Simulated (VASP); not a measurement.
# GeS (Pnma) in VASP: a series of runs, part 2 of 3

VASP 6.6.1. Earlier steps stand in the parts before.

## 3. Relaxation of shape and atoms at fixed volume, PBE+D3(BJ) (a relaxed cell with its volume scaled by 0.94)

INCAR reads:

```
ALGO = Normal
EDIFF = 1E-7
EDIFFG = -0.01
ENCUT = 600
GGA = PE
IBRION = 2
ISIF = 4
ISMEAR = 0
IVDW = 12
KPAR = 2
LASPH = T
LCHARG = F
LREAL = F
LWAVE = F
NELM = 80
NSW = 40
PREC = Accurate
SIGMA = 0.03
```

KPOINTS reads:

```
k-points
0
Gamma
  4 8 6
```

POSCAR reads:

```
GeS                                     
1.0
   10.4398930394      0.0000000000      0.0000000000
    0.0000000000      3.6090309929      0.0000000000
    0.0000000000      0.0000000000      4.2605618249
  Ge              S             
     4     4
Direct
     0.1247307389281593    0.2500000000000000    0.1326890020419413
     0.3752692610718407    0.7500000000000000    0.6326890020419412
     0.6247307389281593    0.2500000000000000    0.3673109979580587
     0.8752692610718407    0.7500000000000000    0.8673109979580588
     0.8495031896761398    0.2500000000000000    0.4964264727104492
     0.6504968103238602    0.7500000000000000    0.9964264727104492
     0.3495031896761398    0.2500000000000000    0.0035735272895508
     0.1504968103238602    0.7500000000000000    0.5035735272895508
```

Potentials or basis: VASP PAW PBE potentials, release 64 (Ge_d, S).

Command:

```
> cat potpaw_PBE.64/Ge_d/POTCAR potpaw_PBE.64/S/POTCAR > POTCAR
> mpirun -np 2 vasp_std > vasp.out
```

OUTCAR:

```text
EDIFF = 1E-7
   EDIFFG = -0.01
   ENCUT = 600
   GGA = PE
   IBRION = 2
   ISIF = 4
   ISMEAR = 0
   IVDW = 12
   LASPH = T
   LREAL = F
   NELM = 80
   NSW = 40
   PREC = Accurate
 IVDW          = 12

 ion  position               nearest neighbor table
   1  0.125  0.250  0.133-   7 2.41   8 2.41   8 2.41
   2  0.375  0.750  0.633-   8 2.41   7 2.41   7 2.41
   3  0.625  0.250  0.367-   5 2.41   6 2.41   6 2.41
   4  0.875  0.750  0.867-   6 2.41   5 2.41   5 2.41
   5  0.850  0.250  0.496-   3 2.41   4 2.41   4 2.41
   6  0.650  0.750  0.996-   4 2.41   3 2.41   3 2.41
   7  0.350  0.250  0.004-   1 2.41   2 2.41   2 2.41
   8  0.150  0.750  0.504-   2 2.41   1 2.41   1 2.41

  LATTYP: Found a simple orthorhombic cell.
 ALAT       =     3.6090309929
 B/A-ratio  =     1.1805279127
 C/A-ratio  =     2.8927136009

  Lattice vectors:

 A1 = (   0.0000000000,   3.6090309929,   0.0000000000)
 A2 = (   0.0000000000,   0.0000000000,   4.2605618249)
 A3 = (  10.4398930394,   0.0000000000,   0.0000000000)

Analysis of symmetry for initial positions (statically):
=====================================================================
 Subroutine PRICEL returns:
 Original cell was already a primitive cell.

 Routine SETGRP: Setting up the symmetry group for a
 simple orthorhombic supercell.

 Subroutine GETGRP returns: Found  8 space group operations
 (whereof  2 operations were pure point group operations)
 out of a pool of  8 trial point group operations.

The static configuration has the point symmetry S_2 .
 The point group associated with its full space group is D_2h.

Analysis of symmetry for dynamics (positions and initial velocities):
=====================================================================
 Subroutine PRICEL returns:
 Original cell was already a primitive cell.

 Routine SETGRP: Setting up the symmetry group for a
 simple orthorhombic supercell.

 Subroutine GETGRP returns: Found  8 space group operations
 (whereof  2 operations were pure point group operations)
 out of a pool of  8 trial point group operations.

The dynamic configuration has the point symmetry S_2 .
 The point group associated with its full space group is D_2h.

 Subroutine INISYM returns: Found  8 space group operations
[... 131 lines left out ...]
  Fermi-wavevector in a.u.,A,eV,Ry     =   1.297937  2.452745 22.920929  1.684641
  Thomas-Fermi vector in A             =   2.429298
   LORBIT       =      0    0 simple, 1 ext, 2 COOP (PROOUT), +10 PAW based schemes
   GGA     = PE    functional components
   LHFCALC =     F    Hartree Fock is set to
   AEXX    =    0.0000 exact exchange contribution
   IVDW    =    12    specifies the selected vdW correction
   LEPSILON=     F    determine dielectric tensor
   LRPA    =     F    only Hartree local field effects (RPA)
 conjugate gradient relaxation of ions
 non-spin polarized calculation
 Gauss-broadening in eV      SIGMA  =   0.03
  energy-cutoff  :      600.00
  volume of cell :      160.53
 maximum number of plane-waves:      5392
 NGX is ok and might be reduce to    84
   NGX = 41   NGY = 15   NGZ = 17

--------------------------------------- Ionic step        1  -------------------------------------------

 number of electron      80.0000000 magnetization

 Free energy of the ion-electron system (eV)
  ---------------------------------------------------
  ext. energy  EPLUGINS =         0.00000000
  ---------------------------------------------------
  free energy    TOTEN  =       -36.47974964 eV

  energy without entropy =      -36.47974964  energy(sigma->0) =      -36.47974964

------------------------ aborting loop because EDIFF is reached ----------------------------------------

 Edisp (eV)   -2.63491

 E8    (eV) :    -1.0712
[... 123 lines left out ...]
  FREE ENERGIE OF THE ION-ELECTRON SYSTEM (eV)
  ---------------------------------------------------
  free  energy   TOTEN  =       -39.1590240371 eV

  energy  without entropy=      -39.1590240371  energy(sigma->0) =      -39.15902404

[... ionic steps 4 to 9 ...]

--------------------------------------- Ionic step       10  -------------------------------------------

 number of electron      80.0000028 magnetization

------------------------ aborting loop because EDIFF is reached ----------------------------------------
[... 87 lines left out ...]
--------------------------------------- Ionic step       12  -------------------------------------------

 number of electron      80.0000026 magnetization

 Free energy of the ion-electron system (eV)
  ---------------------------------------------------
  ext. energy  EPLUGINS =         0.00000000
  ---------------------------------------------------
  free energy    TOTEN  =       -36.54816814 eV

  energy without entropy =      -36.54816814  energy(sigma->0) =      -36.54816814

 E-fermi :   5.4123     XC(G=0): -10.2470

 val. band max:        5.2854367057   @ k =   0.0000   0.0000   0.3333
 cond. band min:       6.2579266641   @ k =   0.0000   0.0000   0.0000
 fundamental gap:      0.9724899584
 Fermi energy:         5.4122743022

 k-point     1 :       0.0000    0.0000    0.0000
  band No.  band energies     occupation
      1     -19.1881      2.00000
      2     -19.1840      2.00000
      3     -19.1800      2.00000
      4     -19.1775      2.00000
      5     -19.1774      2.00000
      6     -19.1756      2.00000
[... 1213 lines left out ...]
     47       9.2666      0.00000
     48       9.2666      0.00000

 [... further k-points ...]

------------------------ aborting loop because EDIFF is reached ----------------------------------------

 Edisp (eV)   -2.61745

 E8    (eV) :    -1.0636
[... 31 lines left out ...]
  FREE ENERGIE OF THE ION-ELECTRON SYSTEM (eV)
  ---------------------------------------------------
  free  energy   TOTEN  =       -39.1656215574 eV

  energy  without entropy=      -39.1656215574  energy(sigma->0) =      -39.16562156

 reached required accuracy - stopping structural energy minimisation
```

OSZICAR:

```text
N       E                     dE             d eps       ncg     rms          rms(c)
DAV:   1     0.102043066289E+04    0.10204E+04   -0.39303E+04  7328   0.410E+03
DAV:   2     0.174509089921E+03   -0.84592E+03   -0.81070E+03  5768   0.115E+03
DAV:   3    -0.188839148298E+02   -0.19339E+03   -0.18520E+03  6512   0.259E+02
[... 111 lines left out ...]
DAV:   2    -0.365481950118E+02   -0.31872E-04   -0.79194E-04  7992   0.273E-01    0.361E-02
DAV:   3    -0.365481729774E+02    0.22034E-04   -0.29271E-05  8496   0.496E-02    0.180E-02
DAV:   4    -0.365481677229E+02    0.52545E-05   -0.15270E-05  8632   0.331E-02    0.293E-03
DAV:   5    -0.365481681296E+02   -0.40668E-06   -0.50551E-06  6320   0.194E-02    0.279E-03
DAV:   6    -0.365481681426E+02   -0.13069E-07   -0.14307E-07  3824   0.303E-03
  12 F= -.39165622E+02 E0= -.39165622E+02  d E =-.112348E-03
```

Wall time 13 min (2 MPI ranks of Intel Xeon 6975P-C (Granite Rapids), shared host); peak memory 0.57 GiB.

What came out:

```
Free energy                  : -39.1656 eV
Energy gained by relaxing    : 6.4 meV/atom
Ionic steps                  : 12
Pressure after relaxing      : 2.0 GPa
Largest force after relaxing : 0.006 eV/Å
Band gap on the k mesh       : 0.97 eV, indirect (least direct gap 1.18 eV)
Dispersion energy per atom   : -0.327 eV
```

Forces in eV/Å, atoms in the order of the input:
```
Ge   0.003  0.000 -0.006
Ge  -0.003  0.000 -0.006
Ge   0.003  0.000  0.006
Ge  -0.003  0.000  0.006
S    0.005  0.000  0.003
S   -0.005  0.000  0.003
S    0.005  0.000 -0.003
S   -0.005  0.000 -0.003
```

Step by step:
| step | energy change (eV) | largest force (eV/Å) | pressure (GPa) |
| --- | --- | --- | --- |
| 1 | 0.0000 | 0.3956 | 4.03 |
| 2 | -0.0344 | 0.1780 | 3.11 |
| 3 | -0.0444 | 0.0417 | 2.26 |
| 4 | -0.0483 | 0.0231 | 2.17 |
| 5 | -0.0506 | 0.0119 | 2.03 |
| 6 | -0.0506 | 0.0127 | 2.03 |
| 7 | -0.0507 | 0.0138 | 2.04 |
| 8 | -0.0508 | 0.0151 | 2.04 |
| 9 | -0.0508 | 0.0178 | 2.05 |
| 10 | -0.0509 | 0.0165 | 2.04 |
| 11 | -0.0509 | 0.0110 | 2.04 |
| 12 | -0.0510 | 0.0062 | 2.04 |

Final structure:
```
CELL_PARAMETERS angstrom
10.41527 0.00000 0.00000
0.00000 3.66432 0.00000
0.00000 0.00000 4.20619
ATOMIC_POSITIONS crystal
Ge 0.12166 0.25000 0.12700
Ge 0.37834 0.75000 0.62700
Ge 0.62166 0.25000 0.37300
Ge 0.87834 0.75000 0.87300
S 0.85179 0.25000 0.49193
S 0.64821 0.75000 0.99193
S 0.35179 0.25000 0.00807
S 0.14821 0.75000 0.50807
```

Levels at points of the mesh, in eV from the valence-band top:
| k point | band 38 | band 39 | band 40 | band 41 | band 42 | band 43 |
| --- | --- | --- | --- | --- | --- | --- |
| (0.00, 0.00, 0.00) | -0.99 | -0.88 | -0.21 | 0.97 | 2.69 | 2.81 |
| (0.50, 0.00, 0.00) | -2.02 | -0.48 | -0.48 | 2.46 | 2.46 | 2.65 |
| (0.00, 0.50, 0.00) | -1.36 | -1.09 | -1.09 | 1.41 | 1.41 | 1.59 |
| (0.50, 0.50, 0.00) | -1.45 | -1.45 | -1.45 | 1.77 | 1.77 | 1.77 |
| (0.00, 0.00, 0.50) | -0.90 | -0.23 | -0.23 | 1.62 | 1.62 | 2.51 |
| (0.50, 0.00, 0.50) | -0.68 | -0.25 | -0.25 | 1.56 | 1.56 | 2.41 |
| (0.00, 0.50, 0.50) | -2.40 | -1.49 | -1.49 | 3.11 | 3.11 | 3.42 |
| (0.50, 0.50, 0.50) | -1.58 | -1.58 | -1.58 | 2.81 | 2.81 | 2.81 |

A k mesh can miss the band edges.

## 4. Relaxation of shape and atoms at fixed volume, PBE+D3(BJ) (a relaxed cell with its volume scaled by 0.96)

INCAR is that of step 3.

KPOINTS is that of step 3.

Edit POSCAR of step 3 so:

```diff
@@ -2,5 +2,5 @@
 1.0
-   10.4398930394      0.0000000000      0.0000000000
-    0.0000000000      3.6090309929      0.0000000000
-    0.0000000000      0.0000000000      4.2605618249
+   10.5134158353      0.0000000000      0.0000000000
+    0.0000000000      3.6344475415      0.0000000000
+    0.0000000000      0.0000000000      4.2905667699
   Ge              S
```

Potentials or basis: VASP PAW PBE potentials, release 64 (Ge_d, S).

Command:

```
> cat potpaw_PBE.64/Ge_d/POTCAR potpaw_PBE.64/S/POTCAR > POTCAR
> mpirun -np 2 vasp_std > vasp.out
```

OUTCAR:

```text
EDIFF = 1E-7
   EDIFFG = -0.01
   ENCUT = 600
   GGA = PE
   IBRION = 2
   ISIF = 4
   ISMEAR = 0
   IVDW = 12
   LASPH = T
   LREAL = F
   NELM = 80
   NSW = 40
   PREC = Accurate
 IVDW          = 12

 ion  position               nearest neighbor table
   1  0.125  0.250  0.133-   7 2.43   8 2.43   8 2.43
   2  0.375  0.750  0.633-   8 2.43   7 2.43   7 2.43
   3  0.625  0.250  0.367-   5 2.43   6 2.43   6 2.43
   4  0.875  0.750  0.867-   6 2.43   5 2.43   5 2.43
   5  0.850  0.250  0.496-   3 2.43   4 2.43   4 2.43
   6  0.650  0.750  0.996-   4 2.43   3 2.43   3 2.43
   7  0.350  0.250  0.004-   1 2.43   2 2.43   2 2.43
   8  0.150  0.750  0.504-   2 2.43   1 2.43   1 2.43

  LATTYP: Found a simple orthorhombic cell.
 ALAT       =     3.6344475415
 B/A-ratio  =     1.1805279127
 C/A-ratio  =     2.8927136010

  Lattice vectors:

 A1 = (   0.0000000000,   3.6344475415,   0.0000000000)
 A2 = (   0.0000000000,   0.0000000000,   4.2905667699)
 A3 = (  10.5134158353,   0.0000000000,   0.0000000000)

[... 196 lines left out ...]

 E8    (eV) :    -1.0693
[... 267 lines left out ...]
--------------------------------------- Ionic step        7  -------------------------------------------

 number of electron      80.0000056 magnetization

 Free energy of the ion-electron system (eV)
  ---------------------------------------------------
  ext. energy  EPLUGINS =         0.00000000
  ---------------------------------------------------
  free energy    TOTEN  =       -36.59174066 eV

  energy without entropy =      -36.59174066  energy(sigma->0) =      -36.59174066

 E-fermi :   5.2170     XC(G=0): -10.1348

 val. band max:        5.0258961689   @ k =   0.0000   0.0000   0.3333
 cond. band min:       6.0994575068   @ k =   0.0000   0.0000   0.0000
 fundamental gap:      1.0735613379
 Fermi energy:         5.2170424943

 k-point     1 :       0.0000    0.0000    0.0000
  band No.  band energies     occupation
      1     -19.4023      2.00000
      2     -19.3989      2.00000
      3     -19.3946      2.00000
      4     -19.3924      2.00000
      5     -19.3921      2.00000
      6     -19.3906      2.00000
[... 1213 lines left out ...]
     47       9.0271      0.00000
     48       9.0271      0.00000

 [... further k-points ...]

------------------------ aborting loop because EDIFF is reached ----------------------------------------

 Edisp (eV)   -2.61822

 E8    (eV) :    -1.0655
[... 31 lines left out ...]
  FREE ENERGIE OF THE ION-ELECTRON SYSTEM (eV)
  ---------------------------------------------------
  free  energy   TOTEN  =       -39.2099588424 eV

  energy  without entropy=      -39.2099588424  energy(sigma->0) =      -39.20995884

 reached required accuracy - stopping structural energy minimisation
```

CONTCAR:

```text
GeS
   1.00000000000000
    10.4893031821104756    0.0000000000000000    0.0000000000000000
     0.0000000000000000    3.6673065390686106   -0.0000000000000000
     0.0000000000000000   -0.0000000000000000    4.2618980899715959
  Ge              S
     4     4
Direct
     0.1227868988527130    0.2500000000000000    0.1298776065596177
     0.3772131011472870    0.7500000000000000    0.6298776065596178
     0.6227868988527129    0.2500000000000000    0.3701223934403824
     0.8772131011472871    0.7500000000000000    0.8701223934403822
     0.8511770626821022    0.2500000000000000    0.4935163515663813
     0.6488229373178978    0.7500000000000000    0.9935163515663812
     0.3511770626821021    0.2500000000000000    0.0064836484336187
     0.1488229373178978    0.7500000000000000    0.5064836484336188

  0.00000000E+00  0.00000000E+00  0.00000000E+00
  0.00000000E+00  0.00000000E+00  0.00000000E+00
  0.00000000E+00  0.00000000E+00  0.00000000E+00
  0.00000000E+00  0.00000000E+00  0.00000000E+00
  0.00000000E+00  0.00000000E+00  0.00000000E+00
  0.00000000E+00  0.00000000E+00  0.00000000E+00
  0.00000000E+00  0.00000000E+00  0.00000000E+00
  0.00000000E+00  0.00000000E+00  0.00000000E+00
```

It took 10 min on 2 MPI ranks of Intel Xeon 6975P-C (Granite Rapids), shared host; peak memory 0.58 GiB.

Results:

| Item | Value |
| --- | --- |
| Free energy | -39.2100 eV |
| Energy gained by relaxing | 2.5 meV/atom |
| Ionic steps | 7 |
| Pressure after relaxing | 2.0 GPa |
| Largest force after relaxing | 0.009 eV/Å |
| Band gap on the k mesh | 1.07 eV, indirect (least direct gap 1.22 eV) |
| Dispersion energy per atom | -0.327 eV |

Forces on the atoms (eV/Å):
```
Ge   0.008  0.000 -0.004
Ge  -0.008  0.000 -0.004
Ge   0.008  0.000  0.004
Ge  -0.008  0.000  0.004
S   -0.001  0.000 -0.005
S    0.001  0.000 -0.005
S   -0.001  0.000  0.005
S    0.001  0.000  0.005
```

Step by step:
```
step  energy change (eV)  largest force (eV/Å)  pressure (GPa)
   1              0.0000                0.2388            2.99
   2             -0.0130                0.1090            2.53
   3             -0.0171                0.0290            2.09
   4             -0.0187                0.0162            2.04
   5             -0.0196                0.0144            1.96
   6             -0.0196                0.0134            1.97
   7             -0.0197                0.0088            1.99
```

Final structure:
```
CELL_PARAMETERS angstrom
10.48930 0.00000 0.00000
0.00000 3.66731 0.00000
0.00000 0.00000 4.26190
ATOMIC_POSITIONS crystal
Ge 0.12279 0.25000 0.12988
Ge 0.37721 0.75000 0.62988
Ge 0.62279 0.25000 0.37012
Ge 0.87721 0.75000 0.87012
S 0.85118 0.25000 0.49352
S 0.64882 0.75000 0.99352
S 0.35118 0.25000 0.00648
S 0.14882 0.75000 0.50648
```

Levels at points of the mesh, in eV from the valence-band top:
```csv
k point,band 36,band 37,band 38,band 39,band 40,band 41,band 42,band 43,band 44,band 45
"(0.00, 0.00, 0.00)",-2.10,-1.69,-0.93,-0.85,-0.14,1.07,2.69,2.81,3.05,3.21
"(0.50, 0.00, 0.00)",-2.14,-1.94,-1.94,-0.43,-0.43,2.48,2.48,2.64,2.64,3.89
"(0.00, 0.50, 0.00)",-2.23,-1.37,-1.37,-1.07,-1.07,1.48,1.48,1.57,1.57,2.26
"(0.50, 0.50, 0.00)",-2.52,-1.43,-1.43,-1.43,-1.43,1.79,1.79,1.79,1.79,2.58
"(0.00, 0.00, 0.50)",-1.66,-0.88,-0.88,-0.22,-0.22,1.66,1.66,2.52,2.52,2.68
"(0.50, 0.00, 0.50)",-2.21,-0.67,-0.67,-0.24,-0.24,1.62,1.62,2.42,2.42,2.75
"(0.00, 0.50, 0.50)",-3.58,-2.27,-2.27,-1.40,-1.40,3.13,3.13,3.41,3.41,5.01
"(0.50, 0.50, 0.50)",-4.18,-1.50,-1.50,-1.50,-1.50,2.86,2.86,2.86,2.86,4.94
```

A k mesh can miss the band edges.

[end of part 2 of 3]
